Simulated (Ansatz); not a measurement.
The system is CuO.

```
Cu O
1.0
     2.87950    0.00000    0.00000
     0.03907    2.87928    0.00000
     0.01750    0.01724    5.17634
Cu O
2 2
Direct
  0.00000 0.50000 0.00000
  0.50000 0.00000 0.50000
  0.99842 0.00167 0.74989
  0.00158 0.99833 0.25011
```

The cell comes from a database or a generator and needn't be the stable form of this composition.

```yaml
Program: Ansatz 0.2.0
Task: relaxation of cell and atoms
Functional: BLYP
Potentials_or_basis: Ansatz PAW
Cutoff: "420 eV (not typed: the program's choice for these potentials)"
k_mesh: 9 × 9 × 5
Occupations: fermi-dirac, width 0.05 eV
Spin: no spin polarisation
```

At the start: volume 10.73 Å³/atom.

Problem. Where does the relaxation end?

Solution. It ends after 11 steps and the volume is 11.65 Å³/atom (+8.6 %); space group P4_2/mmc (No. 131, to 0.05 Å).

The path:
| step | energy change (eV) | largest force (eV/Å) | volume (Å³) |
| --- | --- | --- | --- |
| 1 | 0.0000 | 0.0118 | 42.92 |
| 2 | -0.0848 | 0.0083 | 44.65 |
| 3 | -0.0974 | 0.0038 | 45.99 |
| 4 | -0.1038 | 0.0025 | 46.23 |
| 5 | -0.1037 | 0.0003 | 46.26 |
| 6 | -0.1285 | 0.0002 | 46.26 |
| 7 | -0.1282 | 0.0011 | 46.54 |
| 8 | -0.1280 | 0.0002 | 46.58 |
| 9 | -0.1295 | 0.0003 | 46.58 |
| 10 | -0.1294 | 0.0000 | 46.59 |
| 11 | -0.1295 | 0.0000 | 46.59 |

Final structure:
```
Cu O
1.0
     2.99421   -0.01943   -0.00495
     0.02120    2.99420   -0.00494
     0.00918    0.00906    5.19642
Cu O
2 2
Cartesian
  0.0106 1.4971 -0.0025
  1.5017 -0.0052 2.5957
  3.0010 -0.0125 3.8924
  0.0236 2.9964 1.2942
```

Caveat: the plane-wave basis is chosen anew once the cell has moved, so the energies of steps on either side of that aren't comparable; the pressure holds a Pulay correction of +0.8 GPa for the finite cutoff; the run has no spin polarisation, though such a crystal can be magnetic; the PAW data sets come from PBE, with cores solved anew for the run's functional, which leaves a small shift of forces and pressure.
